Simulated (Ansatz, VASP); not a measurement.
## Rh: VASP beside Ansatz

```xyz
1
Lattice="0.0000 1.8967 1.8967 1.8967 0.0000 1.8967 1.8967 1.8967 0.0000" Properties=species:S:1:pos:R:3 pbc="T T T"
Rh    0.0000    0.0000    0.0000
```

Alike in both runs: functional PBE; dispersion D3(BJ); k mesh 18 × 18 × 18; occupations gaussian, width 0.1 eV; no spin polarisation.

Ansatz relaxed the structure, and its values are those at the end. VASP's run is a single point on that final structure, the one shown.

```csv
,VASP,Ansatz
version,VASP 6.6.1,Ansatz 0.2.0
potentials or method,"VASP PAW PBE potentials, release 64 (Rh_pv)","scalar-relativistic, plane waves, PAW"
plane-wave cutoff (eV),520,420
valence electrons in the cell,15,17
```

Ansatz gave:

| Quantity | Value |
| --- | --- |
| gap on the k mesh at the Fermi level (eV) | none |
| pressure (GPa) | 0.0 |

Problem. What did VASP give for the same quantities?

Solution. gap on the k mesh at the Fermi level (eV): none; pressure (GPa): 0.1.

A gap of «none» marks a metal or a gap that the smearing closes. The two sets of potentials don't hold the same shells in valence.

Caveats: pairwise dispersion overbinds metals, which lowers pressure and volume.
